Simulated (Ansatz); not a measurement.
**CdTe: one input, then a changed one**

Structure from Materials Project entry mp-406 (possibly hypothetical), not relaxed further.

First run: DFT, PBEsol, all-electron LAPW, scalar-relativistic (Ansatz 0.2.0).

Command: `ansatz run input.yaml --threads 1 --pin off --max-ram 2048MiB --backend cpu --events-out ev --progress --plain --runs-dir out` The run took 12 s on 1 thread of Intel(R) Xeon(R) Platinum 8488C (Sapphire Rapids), with other jobs on the host.

```yaml
crystal:
  lattice:
    - [0.0, 3.2821135562, 3.2821135562]
    - [3.2821135562, 0.0, 3.2821135562]
    - [3.2821135562, 3.2821135562, 0.0]
  atoms:
    - { symbol: Cd, position: [0.0, 0.0, 0.0] }
    - { symbol: Te, position: [0.75, 0.75, 0.75] }
kpoints:
  mp_grid: { grid: [7, 7, 7] }
scf:
  occupations: { method: fermi_dirac, width: 0.01 }
hamiltonian:
  xc: pbesol
  pseudopotentials:
    kind: all_electron
    lapw: { basis_error: 0.0005 }
    dirac_shells: { Te: ["3p", "3d"], Cd: ["3p", "3d"] }
output:
  forces: true
  stress: true
  eigenvalues: true
```

Result: converged; pressure -1.29 GPa; gap on the k mesh 0.55 eV (the mesh can miss the band edges); 7 SCF iterations.

Spin–orbit coupling is left out, though it moves levels of the heavy atoms by tenths of an eV or more.

The input is then changed:

```diff
@@ -11,4 +11,5 @@
 scf:
   occupations: { method: fermi_dirac, width: 0.01 }
+  mixing: { algorithm: broyden, beta: 0.2, preconditioner: kerker }
 hamiltonian:
   xc: pbesol
```

Task: Predict the outcome of the changed run.

Result: It converged; energy at zero smearing 0.0 meV/atom from the first run; pressure -1.29 GPa; gap on the k mesh 0.55 eV (the mesh can miss the band edges); 13 SCF iterations.
